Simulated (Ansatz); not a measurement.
# ZnS (Wurtzite-2H): band structure with PBE0

**Measured values to compare with.**

A printed reference work, monograph reports, for a bulk crystal of ZnS at 4 K: band gap 3.911 eV (direct).

Crystal: ZnS (Wurtzite-2H).

```xyz
4
Lattice="3.8110 0.0000 0.0000 -1.9055 3.3004 0.0000 0.0000 0.0000 6.2340" Properties=species:S:1:pos:R:3 pbc="T T T"
Zn    1.9055    1.1001    3.1170
Zn    0.0000    2.2003    0.0000
S     1.9055    1.1001    5.5171
S     0.0000    2.2003    2.4001
```

```yaml
Program: Ansatz 0.2.0
Task: band structure
Functional: PBE0
Potentials_or_basis: Ansatz PAW
Cutoff: "420 eV (not typed: the program's choice for these potentials)"
k_mesh: 6 × 6 × 4
Occupations: fermi-dirac, width 0.05 eV
Spin: no spin polarisation
Path: "[[\"G\", \"M\", \"K\", \"G\", \"A\", \"L\", \"H\", \"A\"], [\"L\", \"M\"], [\"K\", \"H\"]]"
Points_for_each_segment_of_the_path: 4
```

```yaml
Pressure: 1.4 GPa
Largest_force: 0.327 eV/Å
Band_gap_on_the_k_mesh: 4.13 eV, direct
Band_gap_along_the_path: 4.13 eV, direct
```

Forces in eV/Å, atoms in the order of the input:
```
Zn   0.000  0.000  0.327
Zn   0.000  0.000  0.327
S    0.000  0.000 -0.327
S    0.000  0.000 -0.327
```

Stress tensor (GPa, compression positive):
```
 2.18  0.00  0.00
 0.00  2.18  0.00
 0.00  0.00 -0.04
```

Levels at the corners of the path, in eV from the valence-band top:
```
point  band 16  band 17  band 18  band 19  band 20  band 21
    Γ    -0.03    -0.03     0.00     4.13     4.92     8.29
    M    -2.43    -1.70    -1.07     5.43     6.26     6.95
    K    -2.43    -2.42    -2.42     6.16     8.14     8.14
    Γ    -0.03    -0.03     0.00     4.13     4.92     8.29
    A    -0.51    -0.51    -0.51     5.48     5.48     8.73
    L    -1.80    -1.65    -1.65     5.44     5.44     7.04
    H    -3.41    -1.35    -1.35     6.48     6.48     8.31
    A    -0.51    -0.51    -0.51     5.48     5.48     8.73
    L    -1.80    -1.65    -1.65     5.44     5.44     7.04
    M    -2.43    -1.70    -1.07     5.43     6.26     6.95
    K    -2.43    -2.42    -2.42     6.16     8.14     8.14
    H    -3.41    -1.35    -1.35     6.48     6.48     8.31
```

Run time: 94 s on 1 × NVIDIA H100 80GB HBM3 with 2 threads of AMD EPYC 7R13 Processor (Zen 3) (shared host), peak memory 2.7 GiB.

Against the measured gap of ZnS, 3.911 eV (direct; 4 K; a printed reference work, monograph), the calculated 4.13 eV is off by +0.22 eV. The value is that of PBE0, without temperature or zero-point motion.

Caveat: the PAW data sets come from PBE, with cores solved anew for the run's functional, which leaves a small shift of forces and pressure; the thresholds are loose for stress.
